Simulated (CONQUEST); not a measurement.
# SnSe in CONQUEST: convergence with k mesh

Input of the first run (k mesh 1 × 1 × 1); the others differ in this setting and in those tied to it:

Conquest_input

```
IO.Title SnSe
IO.Coordinates coords.dat
IO.FractionalAtomicCoords T
IO.Iprint 2
IO.Iprint_init 1
General.NumberOfSpecies 2
General.PseudopotentialType hamann
AtomMove.TypeOfRun static
AtomMove.FullStress T
Grid.GridCutoff 120
DM.SolutionMethod diagon
Diag.MPMesh T
Diag.GammaCentred T
Diag.MPMeshX 1
Diag.MPMeshY 1
Diag.MPMeshZ 1
Diag.kT 0.00183747
minE.SCTolerance 1e-6
SC.MaxIters 100
IO.AtomChargeOutput T
%block ChemicalSpeciesLabel
1 118.710 Sn
2 78.960 Se
%endblock
```

coords.dat

```
    7.9179524622     0.0000000000     0.0000000000
    0.0000000000     8.4281785158     0.0000000000
    0.0000000000     0.0000000000    21.5806723432
8
  0.7512290000   0.9063430000   0.8772240000 1 T T T
  0.2471060000   0.4138510000   0.6234990000 1 T T T
  0.7500570000   0.5914620000   0.3757430000 1 T T T
  0.2464880000   0.0883200000   0.1224980000 1 T T T
  0.7484870000   0.9767840000   0.6433570000 2 T T T
  0.2510500000   0.4836030000   0.8564840000 2 T T T
  0.7522080000   0.5204210000   0.1425250000 2 T T T
  0.2506460000   0.0195630000   0.3575090000 2 T T T
```

Potentials or basis: PseudoDojo NC PBEsol, DZP, grid cutoff 120 Ha.

The run is started by

```sh
$ OMP_NUM_THREADS=1 Conquest
```

The cell isn't the ideal one: atoms moved at random.

Hardware: 1 thread of AMD EPYC (Zen 3) (shared host).

Question: The values tried are 1 × 1 × 1, 2 × 2 × 1, 3 × 3 × 1, 4 × 4 × 2, 5 × 5 × 2, 6 × 6 × 3, 8 × 8 × 3, 9 × 9 × 4, loosest first. From which on does the pressure stay within 0.1 GPa of the tightest run that finished?

Answer: From 4 × 4 × 2 on.

| k mesh | energy less the tightest run, at zero smearing (meV/atom) | pressure (GPa) | largest force (eV/Å) | gap on the mesh (eV) | SCF cycles | CPU time (s) | peak memory (GiB) |
| --- | --- | --- | --- | --- | --- | --- | --- |
| 1 × 1 × 1 | 586.79 | 9.20 | 2.771 | 0.955 | 9 | 130 | 1.3 |
| 2 × 2 × 1 | 169.59 | 1.08 | 0.791 | 1.044 | 10 | 140 | 1.3 |
| 3 × 3 × 1 | 68.99 | 1.08 | 0.564 | 0.450 | 9 | 140 | 1.3 |
| 4 × 4 × 2 | -3.96 | 0.40 | 0.448 | 1.046 | 9 | 180 | 1.3 |
| 5 × 5 × 2 | 3.93 | 0.46 | 0.455 | 0.797 | 9 | 200 | 1.3 |
| 6 × 6 × 3 | 0.27 | 0.44 | 0.464 | 0.470 | 9 | 270 | 1.3 |
| 8 × 8 × 3 | 0.37 | 0.43 | 0.466 | 0.658 | 9 | 380 | 1.3 |
| 9 × 9 × 4 | 0.00 | 0.42 | 0.468 | 0.470 | 9 | 540 | 1.3 |

Against the tightest run, the energy stays within 1 meV/atom from 6 × 6 × 3 on; the largest force stays within 0.005 eV/Å from 6 × 6 × 3 on. Not settled before the last step: the gap on the mesh (to 0.01 eV). Meshes of other sizes hit other points, so gaps and Fermi surfaces needn't settle smoothly. The tightest run that finished is the yardstick and may itself not be fully converged.

Caveat, for the tightest run too: spin-orbit coupling is left out, which moves the levels of the heavy elements; an odd mesh through Γ misses points on the zone boundary, where band edges often lie; the basis of atomic orbitals isn't converged, which shifts pressures, moduli and gaps.
